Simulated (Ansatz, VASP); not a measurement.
**BaTiO3: VASP beside Ansatz**

```xyz
5
Lattice="3.9198 0.0000 0.0000 0.0000 3.9198 0.0000 0.0000 0.0000 4.0180" Properties=species:S:1:pos:R:3 pbc="T T T"
Ba    0.0000    0.0000    0.0000
Ti    1.9599    1.9599    2.0090
O     1.9599    1.9599    0.0000
O     1.9599    0.0000    2.0090
O     0.0000    1.9599    2.0090
```

Change from the starting cell: equal xx and yy strain of -2 %.

Alike in both runs: task single point; functional PBE; k mesh 7 × 7 × 7; occupations fermi-dirac, width 0.03 eV; no spin polarisation.

|  | VASP | Ansatz |
| --- | --- | --- |
| version | VASP 6.6.1 | Ansatz 0.2.0 |
| potentials or method | VASP PAW PBE potentials, release 64 (Ba_sv, Ti_sv, O), cutoff 520 eV | all-electron LAPW, scalar-relativistic |

VASP gave:

```
gap on the k mesh at the Fermi level (eV)       : 1.86
pressure (GPa)                                  : 11.4
largest component of the traceless stress (GPa) : 3.77
```

What did Ansatz give for the same quantities?

gap on the k mesh at the Fermi level (eV): 1.92; pressure (GPa): 9.4; largest component of the traceless stress (GPa): 3.63.

Ansatz ran all-electron here, so the differences hold the error of VASP's frozen core and of both bases.

Caveats: spin-orbit coupling is left out, which moves the levels of the heavy elements; an odd mesh through Γ misses points on the zone boundary, where band edges often lie.
